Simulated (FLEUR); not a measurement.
**Collinear magnetic orders of Pd/1 ML Co on Pd(111), fcc site, 2 substrate layers with FLEUR**

Wanted: the moments of Pd/1 ML Co on Pd(111), fcc site, 2 substrate layers and the energy of each order that was tried.

Main program and level: FLEUR MaX-R8.1; PBE; all-electron FLAPW film, Dirac cores, scalar-relativistic bands.

**1. Set-up**

The cell holds 4 atoms: 3 Pd and 1 Co. Its edges and angles: a = 2.753 Å, b = 2.753 Å, c = 20.429 Å, α = 90.0°, β = 90.0°, γ = 120.0°. Pseudomorphic film on a typed substrate lattice, hard-sphere layer spacings, unrelaxed. Vacuum lies along c.

Structure file:

```cif
data_structure
_symmetry_space_group_name_H-M 'P 1'
_symmetry_Int_Tables_number 1
_cell_length_a 2.7528
_cell_length_b 2.7528
_cell_length_c 20.4295
_cell_angle_alpha 90.000
_cell_angle_beta 90.000
_cell_angle_gamma 120.000
_cell_volume 134.07
loop_
_atom_site_label
_atom_site_type_symbol
_atom_site_fract_x
_atom_site_fract_y
_atom_site_fract_z
_atom_site_occupancy
Pd1 Pd 0.00000 0.00000 0.34264 1
Pd2 Pd 0.66667 0.33333 0.45266 1
Co3 Co 0.33333 0.66667 0.55501 1
Pd4 Pd 0.00000 0.00000 0.65736 1
```

**2. Run 1 (ferro +)**

The parallel start comes first: it shows whether parallel moments hold.

inpgen writes inp.xml from crystal.txt; cutoffs, mixing, functional, smearing and local orbitals are then set in the file. The k list default-1 (kpts.xml, not shown) is a Γ-centred 12×12×1 mesh; where the ranks do not divide the number of points, some are split in two of half the weight.

inp.xml reads:

```
<?xml version="1.0" encoding="UTF-8" standalone="no"?>
<fleurInput fleurInputVersion="0.39">
   <comment>
      CoPd3
   </comment>
   <calculationSetup>
      <cutoffs Kmax="3.6" Gmax="10.8" GmaxXC="10.8" numbands="0"/>
      <scfLoop itmax="120" minDistance="0.00002" maxIterBroyd="15" imix="Anderson" alpha="0.03" precondParam="0.0" spinf="2.0" sdNocoIR="T"/>
      <coreElectrons ctail="T" frcor="F" kcrel="0" coretail_lmax="0"/>
      <xcFunctional name="pbe" relativisticCorrections="F"/>
      <magnetism jspins="2"/>
      <soc l_soc="F" theta="0.0" phi="0.0" spav="F"/>
      <expertModes spex="0" secvar="F"/>
      <geometryOptimization l_f="F" forcealpha="1.0" forcemix="BFGS" epsdisp="0.00001" epsforce="0.00001"/>
      <ldaU l_linMix="F" mixParam="0.05" spinf="1.0"/>
   </calculationSetup>
   <cell>
      <bzIntegration valenceElectrons="65.0" mode="hist" fermiSmearingEnergy="0.00293995">
         <kPointListSelection listName="default-1"/>
         <xi:include xmlns:xi="http://www.w3.org/2001/XInclude" href="kpts.xml"> </xi:include>
      </bzIntegration>
      <xi:include xmlns:xi="http://www.w3.org/2001/XInclude" href="sym.xml"> </xi:include>
      <filmLattice scale="1.0" dVac="17.67" dTilda="20.17">
         <bravaisMatrixFilm>
            <row-1>    5.2019755482385133    -0.0000004337677346</row-1>
            <row-2>   -2.6009873984606005     4.5050431915226197</row-2>
         </bravaisMatrixFilm>
         <vacuumEnergyParameters vacuum="1" spinUp="-.25" spinDown="-.25"/>
         <vacuumEnergyParameters vacuum="2" spinUp="-.25" spinDown="-.25"/>
      </filmLattice>
   </cell>
   <atomSpecies>
      <species name="Palladium (Pd)" element="Pd" atomicNumber="46">
         <mtSphere radius="2.36" gridPoints="781" logIncrement="0.016"/>
         <atomicCutoffs lmax="8" lnonsphr="6"/>
         <electronConfig flipSpins="F">
            <coreConfig>(1s1/2) (2s1/2) (2p1/2) (2p3/2) (3s1/2) (3p1/2) (3p3/2) (4s1/2) (3d3/2) (3d5/2)</coreConfig>
            <valenceConfig>(4p1/2) (4p3/2) (5s1/2) (4d3/2) (4d5/2)</valenceConfig>
            <stateOccupation state="(5s1/2)" spinUp="0.500000" spinDown="0.500000"/>
            <stateOccupation state="(4d3/2)" spinUp="1.800000" spinDown="1.800000"/>
            <stateOccupation state="(4d5/2)" spinUp="2.700000" spinDown="2.700000"/>
         </electronConfig>
         <energyParameters s="5" p="5" d="4" f="4"/>
         <lo type="SCLO" l="1" n="4" eDeriv="0"/>
      </species>
      <species name="Cobalt (Co2.000" element="Co" atomicNumber="27">
         <mtSphere radius="2.36" gridPoints="781" logIncrement="0.016"/>
         <atomicCutoffs lmax="8" lnonsphr="6"/>
         <electronConfig flipSpins="F">
            <coreConfig>(1s1/2) (2s1/2) (2p1/2) (2p3/2)</coreConfig>
            <valenceConfig>(3s1/2) (3p1/2) (3p3/2) (4s1/2) (3d3/2) (3d5/2)</valenceConfig>
            <stateOccupation state="(3d3/2)" spinUp="1.5" spinDown="1.3"/>
            <stateOccupation state="(3d5/2)" spinUp="3.0" spinDown="1.2"/>
         </electronConfig>
         <energyParameters s="4" p="4" d="3" f="4"/>
         <lo type="SCLO" l="0" n="3" eDeriv="0"/>
         <lo type="SCLO" l="1" n="3" eDeriv="0"/>
      </species>
   </atomSpecies>
   <atomGroups>
      <atomGroup species="Palladium (Pd)">
         <filmPos label="                   1">.0000000000 .0000000000 -6.0749824538</filmPos>
         <force calculate="T" relaxXYZ="TTT"/>
      </atomGroup>
      <atomGroup species="Palladium (Pd)">
         <filmPos label="                   2">-1.000/3.000 1.000/3.000 -1.8275753021</filmPos>
         <force calculate="T" relaxXYZ="TTT"/>
      </atomGroup>
      <atomGroup species="Cobalt (Co2.000">
         <filmPos label="                   3">1.000/3.000 -1.000/3.000 2.1236842728</filmPos>
         <force calculate="T" relaxXYZ="TTT"/>
      </atomGroup>
      <atomGroup species="Palladium (Pd)">
         <filmPos label="                   4">.0000000000 .0000000000 6.0749824538</filmPos>
         <force calculate="T" relaxXYZ="TTT"/>
      </atomGroup>
   </atomGroups>
   <output dos="F" band="F" slice="F">
      <bandDOS minEnergy="-.5*Htr" maxEnergy="0.5*Htr" sigma="0.015" storeEVData="T"/>
      <plotting iplot="0" polar="F">
         <plot TwoD="T" vec1="  1.0  0.0  0.0" vec2="  0.0  1.0  0.0" vec3="  0.0  0.0  1.0" zero="  0.0  0.0 -0.5" file="plot"/>
      </plotting>
      <moessbauerParams electricFieldGradient="F" isomerShift="F" coreHyperfine="F" valenceHyperfine="F"/>
   </output>
</fleurInput>
```

crystal.txt reads:

```
CoPd3
&input film=T cartesian=F /
2.75276691184  -0.00000022954  0.00000000000
-1.37638325713  2.38396619112  0.00000000000
0.00000000000  0.00000000000  1.00000000000
1.8897261246
1.0 1.0 1.0

4
46 0.00000000000  0.00000000000  -6.07498245382
46 0.66666666667  0.33333333333  -1.82757530206
27 0.33333333333  0.66666666667  2.12368427282 : 2.000
46 0.00000000000  0.00000000000  6.07498245382

&kpt div1=12 div2=12 div3=1 gamma=T /
```

The run is started by

```sh
OMP_NUM_THREADS=1 inpgen -f crystal.txt > inpgen.log  # inp.xml is then edited as shown
OMP_NUM_THREADS=1 mpirun -n 4 fleur_MPI > fleur.log
```

The log of the run:

```text
Welcome to FLEUR        (www.flapw.de)
      MaX-Release 8.1          (www.max-centre.eu)

 ========== k-point set info ==========
 Selected k-point list: default-1
 k-point list type: mesh
 0 x 0 x 0
 Number of k points: 20

 ------------Calculation Setup---------------------------
 Number of MPI-tasks      :            4
 Number of PE/node        :            4
 Number of OMP-threads    :            1
 k-points in parallel     :            4
 pe's per k-point         :            1
 No of k-point loops      :            5
 Eigenvalue solver        :       lapack
 Number of basis functions:          411
 Approximate size of matrices (H+S) per k-point:         0.005 GB
 --------------------------------------------------------
 Iteration:     1   Distance:      47.07090617 me/bohr^3
 Iteration:     2   Distance:      38.55217331 me/bohr^3
 Iteration:     3   Distance:      38.48127986 me/bohr^3
 Iteration:     4   Distance:      30.65099921 me/bohr^3
 Iteration:     5   Distance:      11.34129056 me/bohr^3
 Iteration:     6   Distance:      12.13891797 me/bohr^3
 Iteration:     7   Distance:      10.37455654 me/bohr^3
 Iteration:     8   Distance:      10.99429476 me/bohr^3
 Iteration:     9   Distance:      14.41154020 me/bohr^3
 Iteration:    10   Distance:       6.22706357 me/bohr^3
[... 32 iterations left out ...]
 Iteration:    43   Distance:       0.00020271 me/bohr^3
 Iteration:    44   Distance:       0.00039408 me/bohr^3
 Iteration:    45   Distance:       0.00019827 me/bohr^3
 Iteration:    46   Distance:       0.00022863 me/bohr^3
 Iteration:    47   Distance:       0.00013087 me/bohr^3
 Iteration:    48   Distance:       0.00006975 me/bohr^3
 Iteration:    49   Distance:       0.00006208 me/bohr^3
 Iteration:    50   Distance:       0.00003423 me/bohr^3
 Iteration:    51   Distance:       0.00002670 me/bohr^3
 Iteration:    52   Distance:       0.00001473 me/bohr^3

 ********************************************************************
 Run finished successfully
 Stop message:
   all done
 ********************************************************************

--- out.xml (last complete iteration) ---
<iteration numberForCurrentRun="   52" overallNumber="   52">
         [... left out ...]
         <bandgap value="0.0011439687" units="eV"/>
         <sumValenceSingleParticleEnergies value="-67.8013868036" units="Htr"/>
         <FermiEnergy value="-0.1753743915" units="Htr"/>
         <valenceDensity>
            <mtCharges spin="1">
               <mtCharge atomType="1" total="7.3022601" s="0.1460297" p="3.0704118" d="4.0721921" f="0.0106246"/>
               <mtCharge atomType="2" total="7.4136446" s="0.1558262" p="3.1058363" d="4.1334671" f="0.0145625"/>
               <mtCharge atomType="3" total="9.0160106" s="1.2018897" p="3.1674890" d="4.6288007" f="0.0134031"/>
               <mtCharge atomType="4" total="7.3710109" s="0.1566685" p="3.0747109" d="4.1263568" f="0.0103334"/>
            </mtCharges>
            <mtCharges spin="2">
               <mtCharge atomType="1" total="7.1320190" s="0.1496177" p="3.0720073" d="3.8971050" f="0.0103860"/>
               <mtCharge atomType="2" total="7.0754576" s="0.1602270" p="3.1157944" d="3.7808207" f="0.0148853"/>
               <mtCharge atomType="3" total="6.9149796" s="1.1993647" p="3.1803005" d="2.5171337" f="0.0138227"/>
               <mtCharge atomType="4" total="7.0837309" s="0.1596036" p="3.0791951" d="3.8322069" f="0.0100170"/>
            </mtCharges>
            <spinDependentCharge spin="1" total="33.9134787" interstitial="2.7061643" mtSpheres="31.1029262" vacuum1="0.0543564" vacuum2="0.0500317"/>
            <spinDependentCharge spin="2" total="31.0865217" interstitial="2.7831635" mtSpheres="28.2061870" vacuum1="0.0465621" vacuum2="0.0506091"/>
            <totalCharge value="65.0000003884"/>
         </valenceDensity>
         [... left out ...]
         <allElectronCharges>
            <spinDependentCharge spin="1" total="83.9134787" interstitial="2.7094122" mtSpheres="81.0996682" vacuum1="0.0543615" vacuum2="0.0500367"/>
            <spinDependentCharge spin="2" total="81.0865217" interstitial="2.7864318" mtSpheres="78.2029085" vacuum1="0.0465672" vacuum2="0.0506141"/>
            <totalCharge value="165.0000003519"/>
         </allElectronCharges>
         <magneticMomentsInMTSpheres units="muBohr">
            <globalMagMoment atomType="1" vec="0.00000   0.00000   0.17025"/>
            <localMagMoment atomType="1" vec="0.00000   0.00000   0.17025"/>
            <globalMagMoment atomType="2" vec="0.00000   0.00000   0.33820"/>
            <localMagMoment atomType="2" vec="0.00000   0.00000   0.33820"/>
            <globalMagMoment atomType="3" vec="0.00000   0.00000   2.10103"/>
            <localMagMoment atomType="3" vec="0.00000   0.00000   2.10103"/>
            <globalMagMoment atomType="4" vec="0.00000   0.00000   0.28729"/>
            <localMagMoment atomType="4" vec="0.00000   0.00000   0.28729"/>
         </magneticMomentsInMTSpheres>
         <moessbauerParams unitsHFF="kG" unitsIS="e/bohr^3" unitsEFG="Htr/bohr^2">
         </moessbauerParams>
         <totalEnergy value="   -16534.5749725098" units="Htr">
            <sumOfEigenvalues value="    -9928.3735993324">
               <coreElectrons value="-9860.5722125288"/>
               <valenceElectrons value="-67.8013868036"/>
            </sumOfEigenvalues>
            <densityCoulombPotentialIntegral value="-26513.8276023226"/>
            <densityEffectivePotentialIntegral value="-27155.5060540338"/>
            <chargeDenXCDenIntegral value="-492.2187253209"/>
            <FockExchangeEnergyValence value="0.0000000000"/>
            <FockExchangeEnergyCore value="0.0000000000"/>
            <atomTypeDependentContributions atomType="1">
               <electronNucleiInteractionDifferentMTs value="6102.6753801728"/>
               <MadelungTerm value="-11.3979972552"/>
            </atomTypeDependentContributions>
            <atomTypeDependentContributions atomType="2">
               <electronNucleiInteractionDifferentMTs value="6103.1080900856"/>
               <MadelungTerm value="-10.4656723540"/>
            </atomTypeDependentContributions>
            <atomTypeDependentContributions atomType="3">
               <electronNucleiInteractionDifferentMTs value="1667.3759364997"/>
               <MadelungTerm value="-3.8336191132"/>
            </atomTypeDependentContributions>
            <atomTypeDependentContributions atomType="4">
               <electronNucleiInteractionDifferentMTs value="6102.8471460980"/>
               <MadelungTerm value="-10.8710591504"/>
            </atomTypeDependentContributions>
            <tkbTimesEntropy value="0.0036614360"/>
            <freeEnergy value="-16534.5786339458"/>
            <extrapolationTo0K value="-16534.5768032278"/>
         </totalEnergy>
         <densityConvergence units="me/bohr^3">
            <chargeDensity spin="1" distance="0.0000059360"/>
            <chargeDensity spin="2" distance="0.0000125720"/>
            <overallChargeDensity distance="0.0000147273"/>
            <spinDensity distance="0.0000130266"/>
         </densityConvergence>
      </iteration>
```

The job ended after 93 s (4 MPI ranks of Intel Xeon Platinum 8488C (Sapphire Rapids), shared host; peak memory 0.4 GiB; 6.2 min of CPU time).

Spin moment in the muffin-tin sphere by atom:

| atom | spin moment in the muffin-tin sphere (μB) |
| --- | --- |
| Pd1 | 0.17 |
| Pd2 | 0.34 |
| Co3 | 2.10 |
| Pd4 | 0.29 |

This step gave:

```yaml
free_energy: -449928.8056 eV
program_s_band_gap_on_this_mesh_in_a_metal_only_a_level_spacing: 0.001144 eV
magnetization: 2.827 μB
final_state: ferromagnetic
```

After 52 cycles the largest moment stands at 2.10 μB.

(Part 1 of 3 ends here.)

[Logs and program files are shortened in this print: banners, set-up blocks, solver, clock and traceback lines can be left out without a mark of their own.]

[Logs are printed without paths, hosts, clocks, repeated set-up lines and the standing remarks that a program may print on its own settings, such as how far it seeks lower states.]

[Hosts, paths, dates, database ids (printed as entryN), source tags and the programs' standing remarks are cut or masked in the printed files.]

[Where a cell is said to come from a database of computed structures, the database is the Materials Project.]
